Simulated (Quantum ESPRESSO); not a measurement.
Bi:

```
CELL_PARAMETERS angstrom
3.23838 0.00000 0.00000
0.00000 3.22164 0.00000
-0.08045 0.00000 6.44389
ATOMIC_POSITIONS crystal
Bi 0.54425 0.00000 0.74958
Bi 0.45575 0.00000 0.25042
```

This isn't the form of Bi at room conditions, which is rhombohedral.

```yaml
Program: Quantum ESPRESSO 7.5
Task: relaxation of cell and atoms
Functional: PBEsol
Dispersion: D4
Potentials_or_basis: PseudoDojo 0.4.1 SR PBEsol standard
Cutoff: 898 eV
Density_cutoff: 3592 eV
k_mesh: 7 × 7 × 3
Occupations: fermi-dirac, width 0.05 eV
Spin: no spin polarisation
```

At the start: pressure -1.8 GPa; volume 33.61 Å³/atom.

Problem. Where does the relaxation end?

Solution. Over 20 steps the energy falls by 17.2 meV/atom and the volume is 32.53 Å³/atom (-3.2 %); space group P4/mmm (No. 123, to 0.05 Å).

The path:
```csv
step,energy change (eV),largest force (eV/Å),pressure (GPa),volume (Å³)
1,0.0000,0.0563,-1.81,67.23
2,-0.0136,0.0510,-1.43,66.68
3,-0.0300,0.0307,0.07,64.92
4,-0.0305,0.0324,-0.11,65.11
5,-0.0306,0.0312,-0.08,65.07
6,-0.0308,0.0264,0.11,64.86
7,-0.0309,0.0262,0.13,64.84
8,-0.0313,0.0340,0.14,64.85
9,-0.0315,0.0387,0.06,64.95
10,-0.0316,0.0373,-0.02,65.05
11,-0.0318,0.0325,-0.10,65.14
12,-0.0320,0.0219,-0.18,65.24
13,-0.0322,0.0235,-0.18,65.26
14,-0.0326,0.0509,-0.11,65.21
15,-0.0327,0.0504,-0.03,65.12
16,-0.0329,0.0411,0.13,64.95
17,-0.0331,0.0336,0.19,64.88
18,-0.0337,0.0097,0.24,64.84
19,-0.0341,0.0058,0.17,64.93
20,-0.0344,0.0048,0.06,65.06
```

Final structure:
```
CELL_PARAMETERS angstrom
3.21830 0.00000 0.02072
0.00000 3.21845 0.00000
-0.03757 0.00000 6.28098
ATOMIC_POSITIONS crystal
Bi 0.49938 0.00000 0.75010
Bi 0.50062 0.00000 0.24990
```

Caveat: the k mesh is coarse; pairwise dispersion overbinds metals, which lowers pressure and volume.
